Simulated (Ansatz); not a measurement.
Te2Pt (Moncheite) in Ansatz: the effect of functional

The system is Te2Pt (Moncheite).

```
Pt Te
1.0
     3.95580    0.00000    0.00000
    -1.97790    3.42583    0.00000
     0.00000    0.00000    5.13071
Pt Te
1 2
Cartesian
  0.0000 0.0000 0.0000
  1.9779 1.1419 3.8480
  0.0000 2.2839 1.2827
```

The cell isn't the ideal one: volume scaled by 0.96.

Alike in all runs:

| Property | Result |
| --- | --- |
| Program | Ansatz 0.2.0 |
| Task | single point |
| Potentials or basis | Ansatz PAW |
| k mesh | 8 × 8 × 5 |
| Occupations | fermi-dirac, width 0.05 eV |
| Spin | no spin polarisation |

Q: One run gave: pressure 7.4 GPa; largest force 1.11 eV/Å. Which functional did it use?
A. r2SCAN
B. LDA
C. PBEsol

A: B.

| functional | cutoff | pressure (GPa) | largest force (eV/Å) |
| --- | --- | --- | --- |
| LDA | 420 eV (not typed: the program's choice for these potentials) | 7.4 | 1.11 |
| PBEsol | 420 eV (not typed: the program's choice for these potentials) | 9.7 | 1.27 |
| r2SCAN | 500 eV (not typed: the program's choice for these potentials) | 13.0 | 1.39 |

Caveats: the PAW data sets come from PBE, with cores solved anew for the run's functional, which leaves a small shift of forces and pressure; forces of over 1 eV/Å show positions far from the minimum, so gaps and moduli don't describe the material at rest.

Runs at the PBE level aren't shown here.
